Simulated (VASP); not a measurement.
# TePb (Fm-3m) in VASP: further runs, part 2 of 2

VASP 6.6.1.

**3. Relaxation of cell and atoms, LDA**

File INCAR:

```
SYSTEM = TePb
PREC = Accurate
ENCUT = 300
EDIFF = 1E-6
ISMEAR = 0
SIGMA = 0.02
LREAL = .FALSE.
LASPH = .TRUE.
NELM = 60
ALGO = Fast
ISIF = 3
LWAVE = .FALSE.
LCHARG = .FALSE.
GGA = CA
IBRION = 2
NSW = 40
EDIFFG = -0.005
```

File KPOINTS:

```
Automatic mesh
0
G
  5 5 5
  0 0 0
```

File POSCAR:

```
TePb
1.0
    0.0000000000      3.2708968100      3.2708968100
    3.2708968100      0.0000000000      3.2708968100
    3.2708968100      3.2708968100      0.0000000000
Pb Te
1 1
Direct
    0.0000000000      0.0000000000      0.0000000000
    0.5000000000      0.5000000000      0.5000000000
```

Potentials or basis: VASP PAW LDA potentials, release 64 (Pb_d, Te).

Started as:

```sh
$ cat potpaw_LDA.64/Pb_d/POTCAR potpaw_LDA.64/Te/POTCAR > POTCAR
$ mpirun -np 1 vasp_std > vasp.out
```

OUTCAR:

```text
SYSTEM = TePb
   PREC = Accurate
   ENCUT = 300
   EDIFF = 1E-6
   ISMEAR = 0
   LREAL = .FALSE.
   LASPH = .TRUE.
   NELM = 60
   ISIF = 3
   GGA = CA
   IBRION = 2
   NSW = 40
   EDIFFG = -0.005

 ion  position               nearest neighbor table
   1  0.000  0.000  0.000-   2 3.27   2 3.27   2 3.27   2 3.27   2 3.27   2 3.27
   2  0.500  0.500  0.500-   1 3.27   1 3.27   1 3.27   1 3.27   1 3.27   1 3.27

  LATTYP: Found a face centered cubic cell.
 ALAT       =     6.5417936200

  Lattice vectors:

 A1 = (   0.0000000000,   3.2708968100,   3.2708968100)
 A2 = (   3.2708968100,   0.0000000000,   3.2708968100)
 A3 = (   3.2708968100,   3.2708968100,   0.0000000000)

Analysis of symmetry for initial positions (statically):
=====================================================================
 Subroutine PRICEL returns:
 Original cell was already a primitive cell.

 Routine SETGRP: Setting up the symmetry group for a
 face centered cubic supercell.

 Subroutine GETGRP returns: Found 48 space group operations
 (whereof 48 operations were pure point group operations)
 out of a pool of 48 trial point group operations.

The static configuration has the point symmetry O_h .

Analysis of symmetry for dynamics (positions and initial velocities):
=====================================================================
 Subroutine PRICEL returns:
 Original cell was already a primitive cell.

 Routine SETGRP: Setting up the symmetry group for a
 face centered cubic supercell.

 Subroutine GETGRP returns: Found 48 space group operations
 (whereof 48 operations were pure point group operations)
 out of a pool of 48 trial point group operations.

The dynamic configuration has the point symmetry O_h .

 Subroutine INISYM returns: Found 48 space group operations
 (whereof 48 operations are pure point group operations),
 and found     1 'primitive' translations

----------------------------------------------------------------------------------------

                                     Primitive cell

  volume of cell :      69.9891

  direct lattice vectors                    reciprocal lattice vectors
     0.000000000  3.270896810  3.270896810    -0.152863275  0.152863275  0.152863275
     3.270896810  0.000000000  3.270896810     0.152863275 -0.152863275  0.152863275
     3.270896810  3.270896810  0.000000000     0.152863275  0.152863275 -0.152863275

  length of vectors
     4.625746630  4.625746630  4.625746630     0.264766960  0.264766960  0.264766960

  position of ions in fractional coordinates (direct lattice)
     0.000000000  0.000000000  0.000000000
     0.500000000  0.500000000  0.500000000

  ion indices of the primitive-cell ions
   primitive index   ion index
                 1           1
                 2           2

----------------------------------------------------------------------------------------

 KPOINTS: Automatic mesh

Automatic generation of k-mesh.
 Grid dimensions read from file:
 generate k-points for:    5    5    5

 Generating k-lattice:

  Cartesian coordinates                     Fractional coordinates (reciprocal lattice)
    -0.030572655  0.030572655  0.030572655     0.200000000  0.000000000  0.000000000
     0.030572655 -0.030572655  0.030572655     0.000000000  0.200000000  0.000000000
     0.030572655  0.030572655 -0.030572655     0.000000000  0.000000000  0.200000000

  Length of vectors
     0.052953392  0.052953392  0.052953392

  Shift w.r.t. Gamma in fractional coordinates (k-lattice)
     0.000000000  0.000000000  0.000000000

 Subroutine IBZKPT returns following result:
 ===========================================

 Found     10 irreducible k-points:

 Following reciprocal coordinates:
            Coordinates               Weight
  0.000000  0.000000  0.000000      1.000000
  0.200000  0.000000  0.000000      8.000000
  0.400000  0.000000  0.000000      8.000000
  0.200000  0.200000  0.000000      6.000000
  0.400000  0.200000  0.000000     24.000000
 -0.400000  0.200000  0.000000     24.000000
 -0.200000  0.200000  0.000000     12.000000
  0.400000  0.400000  0.000000      6.000000
 -0.400000  0.400000  0.000000     12.000000
 -0.400000  0.400000  0.200000     24.000000
   k-points           NKPTS =     10   k-points in BZ     NKDIM =     10   number of bands    NBANDS=     14
   number of dos      NEDOS =    301   number of ions     NIONS =      2
   total plane-waves  NPLWV =  21952
   dimension x,y,z NGX =    28 NGY =   28 NGZ =   28
   dimension x,y,z NGXF=    56 NGYF=   56 NGZF=   56
   ions per type =               1   1
   NGX,Y,Z   is equivalent  to a cutoff of  10.06, 10.06, 10.06 a.u.
   NGXF,Y,Z  is equivalent  to a cutoff of  20.13, 20.13, 20.13 a.u.
 SYSTEM =  TePb
   PREC   = accura    normal or accurate (medium, high low for compatibility)
   ISTART =      0    job   : 0-new  1-cont  2-samecut
   ICHARG =      2    charge: 1-file 2-atom 10-const
   ISPIN  =      1    spin polarized calculation?
   LNONCOLLINEAR =      F non collinear calculations
   LSORBIT =      F    spin-orbit coupling
   LASPH  =      T    aspherical Exc in radial PAW
   ENCUT  =  300.0 eV  22.05 Ry    4.70 a.u.   6.53  6.53  6.53*2*pi/ulx,y,z
   NELM   =     60;   NELMIN=  2; NELMDL= -5     # of ELM steps
   EDIFF  = 0.1E-05   stopping-criterion for ELM
   LREAL  =      F    real-space projection
   EDIFFG = -.5E-02   stopping-criterion for IOM
   NSW    =     40    number of steps for IOM
   IBRION =      2    ionic relax: 0-MD 1-quasi-New 2-CG
   NFREE  =      1    steps in history (QN), initial steepest desc. (CG)
   ISIF   =      3    stress and relaxation
   ISYM   =      2    0-nonsym 1-usesym 2-fastsym
   POTIM  = 0.5000    time-step for ionic-motion
   TEBEG  =    0.0;   TEEND  =   0.0 temperature during run
   PSTRESS=    0.0 pullay stress
   NELECT =      20.0000    total number of electrons
   NUPDOWN=      -1.0000    fix difference up-down
   EMIN   =  10.00;   EMAX   =-10.00  energy-range for DOS
   EFERMI =   0.00;   METHOD = LEGACY
   ISMEAR =     0;   SIGMA  =   0.02  broadening in eV -4-tet -1-fermi 0-gaus
   EFERMI_NEDOS =   21; number of points for ismear=-14 and -15
   IALGO  =     68    algorithm
   IMIX   =      4    mixing-type and parameters
     AMIX     =   0.40;   BMIX     =  1.00
     AMIX_MAG =   1.60;   BMIX_MAG =  1.00
  volume/ion in A,a.u.               =      34.99       236.15
  Fermi-wavevector in a.u.,A,eV,Ry     =   1.078304  2.037700 15.820039  1.162740
  Thomas-Fermi vector in A             =   2.214239
   LORBIT       =      0    0 simple, 1 ext, 2 COOP (PROOUT), +10 PAW based schemes
   GGA     = CA    functional components
   LHFCALC =     F    Hartree Fock is set to
   AEXX    =    0.0000 exact exchange contribution
   IVDW    =     0    specifies the selected vdW correction
   LEPSILON=     F    determine dielectric tensor
   LRPA    =     F    only Hartree local field effects (RPA)
 conjugate gradient relaxation of ions
 non-spin polarized calculation
 RMM-DIIS sequential band-by-band and
 Gauss-broadening in eV      SIGMA  =   0.02
  energy-cutoff  :      300.00
  volume of cell :       69.99
 maximum number of plane-waves:       869
 NGX is ok and might be reduce to    28
   NGX = 13   NGY = 13   NGZ = 13

--------------------------------------- Ionic step        1  -------------------------------------------

 number of electron      20.0000004 magnetization

 Free energy of the ion-electron system (eV)
  ---------------------------------------------------
  ext. energy  EPLUGINS =         0.00000000
  ---------------------------------------------------
  free energy    TOTEN  =        -8.72624906 eV

  energy without entropy =       -8.72624906  energy(sigma->0) =       -8.72624906

------------------------ aborting loop because EDIFF is reached ----------------------------------------

  FORCE on cell =-STRESS in cart. coord.  units (eV):
  Direction    XX          YY          ZZ          XY          YZ          ZX
  --------------------------------------------------------------------------------------
  -------------------------------------------------------------------------------------
  Total       -1.4535810     -1.4535810     -1.4535810      0.0000000      0.0000000     -0.0000000
  in kB      -33.2750947    -33.2750947    -33.2750947      0.0000000      0.0000000     -0.0000000
  external PRESSURE =     -33.2750947 kB  Pullay stress =       0.0000000 kB
[... 57 lines left out ...]
  energy  without entropy=       -8.7796979365  energy(sigma->0) =       -8.77969794

--------------------------------------- Ionic step        3  -------------------------------------------

 number of electron      19.9999996 magnetization

 Free energy of the ion-electron system (eV)
  ---------------------------------------------------
  ext. energy  EPLUGINS =         0.00000000
  ---------------------------------------------------
  free energy    TOTEN  =        -8.78691038 eV

  energy without entropy =       -8.78691038  energy(sigma->0) =       -8.78691038

 E-fermi :   5.9253     XC(G=0):  -9.7694

 val. band max:        5.8091744194   @ k =  -0.2000   0.2000   0.0000
 cond. band min:       6.8996292282   @ k =   0.4000   0.0000   0.0000
 fundamental gap:      1.0904548088
 Fermi energy:         5.9252682066

 k-point     1 :       0.0000    0.0000    0.0000
  band No.  band energies     occupation
      1     -10.7441      2.00000
      2     -10.7441      2.00000
      3     -10.7262      2.00000
      4     -10.7262      2.00000
      5     -10.7262      2.00000
      6      -6.4323      2.00000
      7       0.4351      2.00000
      8       4.4817      2.00000
      9       4.4817      2.00000
     10       4.4817      2.00000
     11      10.0334      0.00000
     12      10.0334      0.00000
     13      10.0334      0.00000
     14      11.6799      0.00000
[... 180 lines left out ...]
  FREE ENERGIE OF THE ION-ELECTRON SYSTEM (eV)
  ---------------------------------------------------
  free  energy   TOTEN  =        -8.7869103756 eV

  energy  without entropy=       -8.7869103756  energy(sigma->0) =       -8.78691038

 reached required accuracy - stopping structural energy minimisation
```

Run time: 12 s. Hardware: 1 thread of Intel Xeon Platinum 8488C (Sapphire Rapids), shared host; peak memory 0.14 GiB.

What came out:

```
Free energy                            : -8.7869 eV
Relaxed volume                         : 32.28 Å³/atom
Relaxed cell                           : a = 4.503 Å, b = 4.503 Å, c = 4.503 Å, α = 60.00°, β = 60.00°, γ = 60.00°
Space group after relaxing (to 0.05 Å) : Fm-3m (No. 225)
Energy gained by relaxing              : 30.3 meV/atom
Ionic steps                            : 3
Pressure after relaxing                : 0.0 GPa
```

Step by step:
```
step  energy change (eV)  largest force (eV/Å)  pressure (GPa)  volume (Å³)
   1              0.0000                0.0000           -3.33        69.99
   2             -0.0534                0.0000            1.39        62.88
   3             -0.0607                0.0000           -0.01        64.56
```

Final structure:
```yaml
crystal:
  lattice:
    - [0.00000, 3.18410, 3.18410]
    - [3.18410, 0.00000, 3.18410]
    - [3.18410, 3.18410, 0.00000]
  atoms:
    - { symbol: Pb, position: [0.00000, 0.00000, 0.00000] }
    - { symbol: Te, position: [0.50000, 0.50000, 0.50000] }
```

Caveat: this odd mesh misses L, where the gap lies, so gap, dielectric constants and Born charges aren't listed. The run has no spin-orbit coupling, so splittings on Pb, Te are missing.
